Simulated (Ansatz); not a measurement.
**BaSnO3: response to strain**

Base system: BaSnO$_{3}$ in the cubic perovskite structure (space group Pm-3m, No. 221; a = 4.1219 Å). Axes: x, y, z lie along the cube axes.

Strains are applied to the cell and any free atomic positions relax; under biaxial strain the out-of-plane vector relaxes too.

Levels (all Ansatz, a program for electronic structure, PAW): PBEsol (420 eV, scalar-relativistic without spin-orbit coupling); r2SCAN (500 eV, scalar-relativistic without spin-orbit coupling); HSE06 (420 eV, no SOC).

Band gaps by level, all at the geometries relaxed with PBEsol:

| case | PBEsol | r2SCAN | HSE06 |
|---|---|---|---|
| base | 0.86 eV | 1.65 eV | 2.60 eV |
| biaxial strain +1.43 %, plane normal [001], relaxed out of plane | 0.60 eV | 1.39 eV | [?] |
| biaxial strain +2.45 %, plane normal [001], relaxed out of plane | 0.43 eV | 1.20 eV | 2.13 eV |
| isotropic strain −1.47 % | 1.42 eV | 2.25 eV | [?] |

**Question.** What belongs in the blanks?

**Answer.** 
- biaxial strain +1.43 %, plane normal [001], relaxed out of plane, HSE06: 2.32 eV
- isotropic strain −1.47 %, HSE06: 3.23 eV

Single points use the geometry relaxed with PBEsol. HSE06 gaps are upper bounds (no full band path). Stability against distortions was not tested.
